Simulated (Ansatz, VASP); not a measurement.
**Nb: VASP beside Ansatz**

```xyz
3
Lattice="4.8258 0.0000 0.0000 -2.4129 4.1793 0.0000 0.0000 0.0000 2.6559" Properties=species:S:1:pos:R:3 pbc="T T T"
Nb   -2.4129    4.1793    2.6559
Nb    0.0000    2.7862    1.3279
Nb    2.4129    1.3931    1.3279
```

Alike in both runs: task single point; functional PBEsol; k mesh 9 × 9 × 13; occupations fermi-dirac, width 0.1 eV; no spin polarisation.

|  | VASP | Ansatz |
| --- | --- | --- |
| version | VASP 6.6.1 | Ansatz 0.2.0 |
| potentials or method | VASP PAW PBE potentials, release 64 (Nb_sv) | plane waves (420 eV) with PAW, scalar-relativistic |
| plane-wave cutoff (eV) | 520 | 420 |
| valence electrons in the cell | 39 | 39 |

|  | VASP | Ansatz | Ansatz less VASP |
| --- | --- | --- | --- |
| pressure (GPa) | -0.2 | 0.1 | +0.28 |
| largest component of the traceless stress (GPa) | 0.59 | 0.67 | +0.073 |

Ansatz warned: «pseudo_functional_mismatch».

Caveats: the PAW data sets were made with another functional, which shifts forces and pressure a little (VASP).
